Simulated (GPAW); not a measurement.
**Li2O in GPAW: convergence with bands over plane waves of the response**

The system is Li2O.

```
O Li
1.0
     0.00000    2.32685    2.32685
     2.32685    0.00000    2.32685
     2.32685    2.32685    0.00000
O Li
1 2
Direct
  0.00000 0.00000 0.00000
  0.25000 0.25000 0.25000
  0.75000 0.75000 0.75000
```

The cell comes from a database or a generator and needn't be the stable form of this composition.

| Item | Value |
| --- | --- |
| Program | GPAW 26.7.0 |
| Task | G0W0 quasiparticle levels |
| Functional | PBE |
| Potentials or basis | GPAW PAW data sets (gpaw-data 1.2.1) |
| Cutoff | 650 eV |
| Basis | pw |
| k mesh | 5 × 5 × 5 |
| Occupations | fermi-dirac, width 0.001 eV |
| Spin | no spin polarisation |
| Frequency | ppa |
| Extrapolate | no |
| Qp bands | 1 |
| Response ecut | 120 eV |
| Band share | 0.15 |
| Maxiter | 150 |
| Integrate gamma | WS |
| Vertex | none |
| All k | no |
| Response bands | 11 |

These are the settings of the first run; the series varies bands over plane waves of the response, with any setting tied to it.

Hardware: 1 thread of Arm Neoverse V1, on a shared host.

Task: The values tried are 0.15, 0.25, 0.4, 0.6, 0.8, 1, 1.4, loosest first. From which on does the quasiparticle gap at the points computed stay within 0.05 eV of the tightest run that finished?

Result: From 1 on.

```tsv
bands over plane waves of the response	quasiparticle gap at the points computed (eV)	SCF cycles	CPU time (s)	peak memory (GiB)
0.15	7.287	11	21	0.28
0.25	7.171	11	24	0.28
0.4	7.176	11	28	0.28
0.6	7.233	11	33	0.28
0.8	7.278	11	39	0.28
1	7.310	11	44	0.29
1.4	7.343	11	55	0.29
```

The tightest run that finished is the yardstick and may itself not be fully converged.

Caveat, for the tightest run too: the k mesh is coarse (spacing up to 0.47 Å⁻¹), so the values aren't converged; the quasiparticle gap is taken among the few k points that were corrected; the long-wavelength limit can be off by a per cent or two; an odd mesh through Γ misses points on the zone boundary, where band edges often lie.
